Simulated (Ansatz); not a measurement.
# Relaxing TaN

These are results of DFT PBEsol, scalar-relativistic, plane waves, PAW (Ansatz 0.2.0), not measurements. Run with 420 eV cutoff, 12×12×12 k-mesh, Gaussian smearing of 0.10 eV, no spin polarisation.

What was changed: relaxed at -3 GPa.

Spin–orbit coupling is left out, which can shift energies with elements as heavy as these.

Command:

```bash
ansatz run input.yaml --threads 1 --pin off --max-ram 2560MiB --backend cpu --events-out ev --progress --plain --runs-dir out
```

Input:

```yaml
crystal:
  lattice:
    - [5.2279857597, 0.0, 0.0]
    - [-2.6139928798, 4.5275684786, 0.0]
    - [0.0, 0.0, 2.9234338295]
  atoms:
    - { symbol: Ta, position: [0.3333333333, 0.6666666667, 0.5] }
    - { symbol: Ta, position: [0.6666666667, 0.3333333333, 0.5] }
    - { symbol: Ta, position: [0.0, 0.0, 0.0] }
    - { symbol: "N", position: [0.3933709419, 0.0, 0.0] }
    - { symbol: "N", position: [0.6066290581, 0.6066290581, 0.0] }
    - { symbol: "N", position: [0.0, 0.3933709419, 0.0] }
basis:
  ecutwfc: 420
kpoints:
  mp_grid: { grid: [12, 12, 12] }
hamiltonian:
  xc: pbesol
scf:
  occupations: { method: gaussian, width: 0.1 }
output:
  forces: true
  stress: true
  eigenvalues: true
  write_density: true
  write_potential: true
  elf: true
  volumetric_format: npy
relax:
  adjacent_minimum: "off"
  f_tol: 0.008
  max_steps: 50
  cell: { stress_tol: 0.08, p_target: -3.0 }
```

F is the free energy. Steps run on the plane waves of an earlier cell, but the last one, and at times one on the way, on a freshly chosen basis, so a repeated geometry can differ a little in energy. The relaxation lowers the enthalpy F + PV at the target pressure, so F itself can rise.

Steps:

| step | F − F(1) (eV) | largest force component (eV/Å) | V (Å³/atom) | P (GPa) |
| --- | --- | --- | --- | --- |
| 1 | 0.0000 | 0.112 | 11.533 | -8.93 |
| 2 | -0.0589 | 0.025 | 11.228 | -0.28 |
| 3 | -0.0523 | 0.026 | 11.317 | -3.00 |
| 4 | -0.0518 | 0.032 | 11.321 | -3.02 |
| 5 | -0.0520 | 0.001 | 11.321 | -3.04 |
| 6 | -0.0488 | 0.001 | 11.321 | -3.12 |
| 7 | -0.0493 | 0.000 | 11.316 | -3.00 |
| 8 | -0.0492 | 0.000 | 11.316 | -3.00 |

Relaxed structure:

```cif
data_structure
_symmetry_space_group_name_H-M 'P 1'
_symmetry_Int_Tables_number 1
_cell_length_a 5.1961
_cell_length_b 5.1961
_cell_length_c 2.9038
_cell_angle_alpha 90.000
_cell_angle_beta 90.000
_cell_angle_gamma 120.000
_cell_volume 67.90
loop_
_atom_site_label
_atom_site_type_symbol
_atom_site_fract_x
_atom_site_fract_y
_atom_site_fract_z
_atom_site_occupancy
Ta1 Ta 0.33333 0.66667 0.50000 1
Ta2 Ta 0.66667 0.33333 0.50000 1
Ta3 Ta 0.00000 0.00000 0.00000 1
N1 N 0.39297 0.00000 0.00000 1
N2 N 0.60703 0.60703 0.00000 1
N3 N 0.00000 0.39297 0.00000 1
```

The structure is hexagonal, space group P-62m (No. 189). Conventional cell: a = 5.196 Å, b = 5.196 Å, c = 2.904 Å, α = 90.00°, β = 90.00°, γ = 120.00°. Ta (site symmetry -6) is surrounded by 6 N at 2.16 Å. Ta (site symmetry -62m) is surrounded by 3 N at 2.04 Å. N (site symmetry m2m) is surrounded by 5 Ta at 2.04 to 2.16 Å.

The run converged. Time: 7.9 min on 1 thread of AMD EPYC (Zen 3), with other jobs on the host, peak memory 0.53 GiB.